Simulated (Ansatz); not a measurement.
Zincblende GaP: a single-point calculation in the plane-wave code Ansatz (PBE). The cell was relaxed with r2SCAN and then strained (epitaxial -4.0 % in the xy plane, free normal strain +3.35 %), with the atoms relaxed again with r2SCAN; k points keep the names of the unstrained zone.

```yaml
crystal:
  lattice:
    - [0.0, 2.6163833159, 2.8167230051]
    - [2.6163833159, 0.0, 2.8167230051]
    - [2.6163833159, 2.6163833159, 0.0]
  atoms:
    - { symbol: Ga, position: [0.0, 0.0, 0.0] }
    - { symbol: P, position: [0.25, 0.25, 0.25] }
kpoints:
  mp_grid: { grid: [8, 8, 8] }
  band_path:
    path:
      - [0.0, 0.0, 0.0]
      - [-0.5, -0.5, 0.0]
      - [-0.375, -0.375, 0.25]
      - [-0.375, 0.0, 0.375]
      - [0.0, 0.0, 0.5]
      - [-0.5, -0.25, 0.25]
      - [0.0, 0.424479, 0.424479]
    npoints: 1
hamiltonian:
  xc: pbe
scf:
  occupations: { method: fermi_dirac, width: 0.02 }
  n_extra_bands: 4
output:
  forces: true
  stress: true
  eigenvalues: true
```

In the abridged output below, numbers in square brackets stand for lines, or ends of lines, that were taken out.
```
scf.n_extra_bands = 4 over 9 filled bands (N_el = 18.0): the run solves 13 bands
Pseudopotential: Ga, paw, valence charge 13, recommended cutoff 420 eV (normal)
Pseudopotential: P, paw, valence charge 5, recommended cutoff 420 eV (normal)
Functional definition: PBE
Crystal: 2 atoms, lattice volume = 38.564 Å³
Basis set: ecut = 420 eV, 773 PW (Γ)
Symmetry: 8 space group operations
Space group: I-4m2 (ITA 119)
k-points: 59 of 512 (time reversal used)
Free energy (F): -4539.455510 eV
[1]
--- Forces (eV/Å), atoms counted from 1 ---
  atom   1  Ga      0.00000      0.00000      0.00000
  atom   2  P       0.00000      0.00000      0.00000
--- Stress (GPa, compression-positive) ---
[2]
--- Band table (eV; the first three rows and the last of 59) ---
[3]
```

The rows of the band table are 0: (0, 0, 0) = Γ, 1: (0, 0, 1/8), 2: (0, 0, 1/4), 58: (-1/2, -1/2, 0) = X.

**Question.** Give the withheld lines. They hold the stress, the Fermi energy and the band table.

**Answer.**
```
[1]
Fermi energy:    8.464632 eV
[2]
        9.178469       0.000000       0.000000
        0.000000       9.178469       0.000000
        0.000000       0.000000       2.953012
  P = ⅓ Tr σ = 7.1033 GPa (71.033 kbar)
[3]
  k-point 0: bands = […, -6.7992, -6.7941, -5.1398, 7.3917, 7.8776, 7.8776, 9.9002, 11.5718, 11.5718, 11.7244]
  k-point 1: bands = […, -6.8002, -6.7927, -4.9235, 6.0530, 7.2984, 7.6647, 10.3947, 11.9050, 11.9560, 12.4172]
  k-point 2: bands = […, -6.8011, -6.7880, -4.3109, 3.7323, 6.7560, 7.2717, 9.9607, 12.3976, 12.6005, 14.3210]
  k-point 58: bands = […, -6.8250, -6.7802, -2.1908, 0.3973, 5.2373, 5.2373, 9.6531, 9.9766, 18.6768, 18.6768]
```
Only the leading digits can be foreseen; the rest is this run's record.

With PBE the valence top lies at Γ and the conduction bottom at Γ–X (0.85 of the way from Γ), 1.14 eV higher; the smallest vertical gap, at Γ, is 2.02 eV. Edges are sought over the mesh and the listed points. With the atoms held, the mean pressure is +7.10 GPa (compression positive).

Command: `ansatz run input.yaml --threads 2 --pin off --max-ram 20275MiB --backend cpu --events-out ev --progress --plain --runs-dir out`. It took 1.8 s on 2 threads of AMD EPYC 7R13 Processor (Zen 3) (shared host), load about 1.8 per core; peak host memory 0.36 GiB.

(Simulation; spin polarisation is off.)
